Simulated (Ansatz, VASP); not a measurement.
Be: VASP beside Ansatz

File INCAR:

```
SYSTEM = Be
PREC = Accurate ; ENCUT = 520
EDIFF = 1E-6 ; ISMEAR = 0
SIGMA = 0.15 ; LREAL = .FALSE.
LASPH = .TRUE. ; NELM = 60
ALGO = Fast ; ISIF = 2
LWAVE = .FALSE. ; LCHARG = .TRUE.
GGA = PS ; LELF = .TRUE.
LVHAR = .TRUE. ; NBANDS = 7
```

File KPOINTS:

```
Automatic mesh
0
G
  18 18 18
  0 0 0
```

The input POSCAR:

```
Be
1.0
   -1.2464130335      1.2464130335      1.2464130335
    1.2464130335     -1.2464130335      1.2464130335
    1.2464130335      1.2464130335     -1.2464130335
Be
1
Direct
    0.0000000000      0.0000000000      0.0000000000
```

Input for Ansatz:

```yaml
crystal:
  lattice:
    - [-1.2464130335, 1.2464130335, 1.2464130335]
    - [1.2464130335, -1.2464130335, 1.2464130335]
    - [1.2464130335, 1.2464130335, -1.2464130335]
  atoms:
    - { symbol: Be, position: [0.0, 0.0, 0.0] }
basis:
  ecutwfc: 420
kpoints:
  mp_grid: { grid: [18, 18, 18] }
hamiltonian:
  xc: pbesol
scf:
  occupations: { method: gaussian, width: 0.15 }
output:
  forces: true
  stress: true
  eigenvalues: true
  write_density: true
  write_potential: true
  elf: true
  volumetric_format: npy
```

This isn't the form of Be at room conditions, which is hcp.

Alike in both runs: task single point; functional PBEsol; k mesh 18 × 18 × 18; occupations gaussian, width 0.15 eV; no spin polarisation.

|  | VASP | Ansatz |
| --- | --- | --- |
| version | VASP 6.6.1 | Ansatz 0.2.0 |
| potentials or method | VASP PAW PBE potentials, release 64 (Be) | scalar-relativistic, plane waves, PAW |
| plane-wave cutoff (eV) | 520 | 420 |
| valence electrons in the cell | 2 | 2 |

Ansatz gave:

```
gap on the k mesh at the Fermi level (eV) : none
pressure (GPa)                            : 0.0
```

Q: What did VASP give for the same quantities?

A: gap on the k mesh at the Fermi level (eV): none; pressure (GPa): 0.4.

A gap of «none» marks a metal or a gap that the smearing closes. The functional is the same, so the differences come from potentials, cutoffs and numerics.

Caveats: the PAW data sets were made with another functional, which shifts forces and pressure a little (VASP).
